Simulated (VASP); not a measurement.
## Co: equation of state with PBEsol

Co:

```
Co
1.0
     2.47200    0.00000    0.00000
    -1.23600    2.14081    0.00000
     0.00000    0.00000    4.02114
Co
2
Direct
  0.66667 0.33333 0.75000
  0.33333 0.66667 0.25000
```

```json
{
  "Program": "VASP 6.6.1",
  "Task": "equation of state",
  "Functional": "PBEsol",
  "Potentials or basis": "VASP PAW PBE potentials, release 64 (Co)",
  "Cutoff": "520 eV",
  "k mesh": "12 × 12 × 7",
  "Occupations": "fermi-dirac, width 0.05 eV",
  "Spin": "collinear spin, ferromagnetic start",
  "Starting moments": "[2.0, 2.0] μB",
  "Ladder": "free",
  "Further INCAR settings": "ALGO = Normal; EDIFF = 1e-07; NBANDS = 20"
}
```

- Equilibrium volume: 10.32 Å³/atom
- Bulk modulus at fixed shape and positions: 232 GPa
- Pressure derivative of the bulk modulus: 4.4

Energy against volume, from the lowest point:
```tsv
volume (Å³/atom)	energy (meV/atom)
10.002	6.98
10.215	0.09
10.427	0.00
10.640	5.89
10.853	17.17
11.066	33.29
11.279	53.73
```

All runs of the series together: 3.7 min on 1 thread of Intel(R) Xeon(R) 6975P-C (Granite Rapids), with other jobs on the host.

Caveat: the cell was scaled at fixed shape and fractional positions, which overstates the stiffness of a crystal with free parameters, most of all of layers and chains; the PAW data sets were made with another functional, which shifts forces and pressure a little.
